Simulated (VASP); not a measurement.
Write the native input for VASP 6.6.1 that does the following.

- Task: single point
- Functional: BLYP
- Potentials or basis: VASP PAW PBE potentials, release 64 (Bi_d)
- Cutoff: 520 eV
- k mesh: 11 × 11 × 11
- Occupations: fermi-dirac, width 0.1 eV
- Spin: no spin polarisation
- Dipole correction: no
- Further INCAR settings: ALGO = Normal; EDIFF = 1e-07; NBANDS = 14

The structure of Bi lies in POSCAR:

```
Bi
1.0
   -2.0479336068      2.0479336068      2.0479336068
    2.0479336068     -2.0479336068      2.0479336068
    2.0479336068      2.0479336068     -2.0479336068
Bi
1
Direct
    0.0000000000      0.0000000000      0.0000000000
```

The cell was built by a generator and needn't be a form met in nature.

One way to write it, as run:

INCAR

```
SYSTEM = Bi
PREC = Accurate ; ENCUT = 520
EDIFF = 1E-7 ; ISMEAR = -1
SIGMA = 0.1 ; LREAL = .FALSE.
LASPH = .TRUE. ; NELM = 80
ALGO = Normal ; ISIF = 2
LWAVE = .FALSE. ; LCHARG = .FALSE.
GGA = B5 ; ALDAX = 1.0
AGGAX = 1.0 ; AGGAC = 1.0
ALDAC = 0.0 ; NBANDS = 14
```

KPOINTS

```
regular mesh
0
G
  11 11 11
  0 0 0
```

Potentials or basis: VASP PAW PBE potentials, release 64 (Bi_d).

Command:

```bash
$ cat potpaw_PBE.64/Bi_d/POTCAR > POTCAR
$ mpirun -np 1 vasp_std > vasp.out
```

It gave:

```yaml
Pressure: 0.1 GPa
Band_gap_on_the_k_mesh: none (metal or under the smearing width)
```

Caveat: the PAW data sets were made with another functional, which shifts forces and pressure a little; spin-orbit coupling is left out, which moves the levels of the heavy elements.

It took 24 s on 1 thread of Intel(R) Xeon(R) Platinum 8259CL CPU @ 2.50GHz (Skylake/Cascade Lake), with other jobs on the host, peak memory 0.16 GiB.
